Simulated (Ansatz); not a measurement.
A plane-wave DFT run in Ansatz 0.2.0 (scalar-relativistic PAW potentials unless the input names others): input and command.

```yaml
crystal:
  lattice:
    - [3.8246790507, 0.0, 0.0]
    - [-1.9123395254, 3.3122692192, 0.0]
    - [0.0, 0.0, 45.4044102391]
  atoms:
    - { symbol: Se, position: [0.6666666667, 0.3333333333, 0.3965930332] }
    - { symbol: Sn, position: [0.0010093954, 0.0020187909, 0.4318329982] }
    - { symbol: Se, position: [0.3363573475, 0.6727146949, 0.4671372441] }
    - { symbol: Se, position: [0.8333333334, 0.6666666667, 0.5328629895] }
    - { symbol: Sn, position: [0.498124483, -0.003751034, 0.5681678626] }
    - { symbol: Se, position: [0.1638277516, 0.3276555032, 0.6034058724] }
  periodic: [true, true, false]
basis:
  ecutwfc: 420
kpoints:
  mp_grid: { grid: [12, 12, 1], shift: [0.5, 0.5, 0.0] }
hamiltonian:
  xc: rpbe
  dispersion: d3bj
scf:
  occupations: { method: gaussian, width: 0.02 }
  algorithm: density_mixing
output:
  forces: true
  eigenvalues: true
  stress: true
```

```bash
ansatz run input.yaml --threads 2 --pin off --max-ram 5120MiB --backend cpu --events-out ev --progress --plain --runs-dir out
```

Abridged log:
```
Warning: crystal.symmetry: narrowed to the stabiliser of the k-point mesh — unitary ops 2 → 1; excluded 1 operation that carries a point of the 12×12×1 mesh (shift [0.5, 0.5, 0]) off the mesh (the run samples exactly the mesh kpoints.mp_grid names, as under crystal.symmetry.detect: false, and its converged state has the mesh's symmetry, not the crystal's; ε∞, the Born charges and the force constants of a linear response (`dielectric:` by the response, `phonons.method: dfpt`) are averaged over those of the crystal's operations that the state keeps within a tolerance, where `mesh_tensors`, `unav ...
Pseudopotentials: kind: paw
Pseudopotential: Se, paw, valence charge 16, recommended cutoff 420 eV (normal)
Pseudopotential: Sn, paw, valence charge 14, recommended cutoff 420 eV (normal)
Functional definition: RPBE
Crystal: 6 atoms, lattice volume = 575.200 Å³
Basis set: ecut = 420 eV, 11227 PW (Γ), exchange–correlation on 54×54×640 points (8 copies of the dense FFT grid, shifted against one another)
Bands: 56, of which v1, the nominal top of the filled ones, is band 46 counted from 1 (45 counted from 0)
Symmetry: 1 space group operations
k-points: 72 of 144 (time reversal used)
Initial density: superposition of atomic densities (neutral atoms: chi_scale 0, normalization atom), corrected by the library's trained network
Initial wavefunctions: pseudopotential atomic-orbital guess
Functional: x = rpbe, c = pbe(β = 0.06672455)
SCF iter   1: F=—  HF=-33976.870278 eV  |F-HF|=—  |Δ(HF+E_count)|=         —  Δρ=1.78e-3  dr2=5.29e-2  ethr=1.77e-3  ⟨swp⟩=14.2  Hψ=22141  notcnv=0  defer=12
SCF iter   2: F=—  HF=-33976.869733 eV  |F-HF|=—  |Δ(HF+E_count)|=   5.45e-4  Δρ=1.58e-3  dr2=1.22e-1  ethr=5.75e-5  ⟨swp⟩=5.2  Hψ=9549  notcnv=0  defer=268
SCF iter   3: F=—  HF=-33976.858647 eV  |F-HF|=—  |Δ(HF+E_count)|=   1.11e-2  Δρ=6.56e-4  dr2=9.21e-3  ethr=5.75e-5  ⟨swp⟩=3.6  Hψ=5241  notcnv=0  defer=268
SCF iter   4: F=—  HF=-33976.858542 eV  |F-HF|=—  |Δ(HF+E_count)|=   1.04e-4  Δρ=3.00e-4  dr2=4.25e-4  ethr=1.00e-5  ⟨swp⟩=2.7  Hψ=5147  notcnv=0  defer=268
SCF iter   5: F=—  HF=-33976.858844 eV  |F-HF|=—  |Δ(HF+E_count)|=   3.01e-4  Δρ=5.97e-5  dr2=3.54e-5  ethr=4.62e-7  ⟨swp⟩=3.1  Hψ=6172  notcnv=0  defer=268
SCF iter   6: F=—  HF=-33976.858920 eV  |F-HF|=—  |Δ(HF+E_count)|=   7.62e-5  Δρ=3.34e-5  dr2=7.57e-5  ethr=3.85e-8  ⟨swp⟩=3.3  Hψ=7015  notcnv=0  defer=268
SCF iter   7: F=—  HF=-33976.858920 eV  |F-HF|=—  |Δ(HF+E_count)|=   4.01e-7  Δρ=2.33e-5  dr2=3.61e-5  ethr=3.85e-8  ⟨swp⟩=2.2  Hψ=4580  notcnv=0  defer=268
SCF iter   8: F=—  HF=-33976.858921 eV  |F-HF|=—  |Δ(HF+E_count)|=   7.00e-7  Δρ=1.11e-5  dr2=6.87e-6  ethr=3.85e-8  ⟨swp⟩=1.8  Hψ=4163  notcnv=0  defer=268
SCF iter   9: F=—  HF=-33976.858922 eV  |F-HF|=—  |Δ(HF+E_count)|=   8.98e-7  Δρ=3.43e-6  dr2=3.68e-7  ethr=7.46e-9  ⟨swp⟩=2.6  Hψ=4962  notcnv=0  defer=268
SCF iter  10: F=-33976.858922 eV  HF=-33976.858922 eV  |F-HF|=1.24e-8  |Δ(HF+E_count)|=   1.46e-7  Δρ=8.38e-7  dr2=1.93e-8  ethr=1.09e-10  ⟨swp⟩=18.0  Hψ=21814  notcnv=0
SCF 1 converged in 10 iterations: F = -33976.858922 eV  dr2 = 1.93e-8
SCF converged after 10 iterations
Free energy (F): -33976.858922 eV
Harris-Foulkes:  -33976.858922 eV  (|F-HF|=1.24e-8)
Internal energy: -33976.858922 eV  (E = F + TS)
E sigma→0 (E₀):  -33976.858922 eV
Fermi energy:    -5.562312 eV
  E_disp       = -8.840485  (pairwise vdW)
--- Forces (eV/Å), atoms counted from 1 ---
  atom   1  Se    -0.00002104     0.00566270     0.75776276
  atom   2  Sn    -0.00000031    -0.00055686     0.03359794
  atom   3  Se     0.00002135    -0.00397705    -0.51407306
  atom   4  Se     0.00001996    -0.00411354     0.51466268
  atom   5  Sn     0.00000022    -0.00131669    -0.03426345
  atom   6  Se    -0.00002027     0.00430200    -0.75767745
--- 2D stress c σ (N/m, compression-positive) ---
      -10.732570       0.000762       0.000000
        0.000762     -10.953276       0.000000
        0.000000       0.000000       0.000000
  P = ½ c Tr σ = -10.8429 N/m
  ° read free of the cell's end (the report's vacuum.weakly_bound_levels)
```

Apart from outputs, empty bands and the relaxation, which only the reference makes, the input differs from a reference run on usual settings in hamiltonian.xc: "pbe" → "rpbe"; kpoints.mp_grid.shift: not typed → [0.5, 0.5, 0.0]; scf.algorithm: not typed → "density_mixing". The reference, at the same geometry, ended its own course with largest force 0.002 eV/Å, gap on the mesh 0.42 eV. This run converged in 10 SCF iterations with a total energy on another zero, largest force 0.758 eV/Å, gap on the mesh 0.69 eV.

It took 110 s on 2 threads of Arm Neoverse V2, with other jobs on the host, peak memory 1.8 GiB.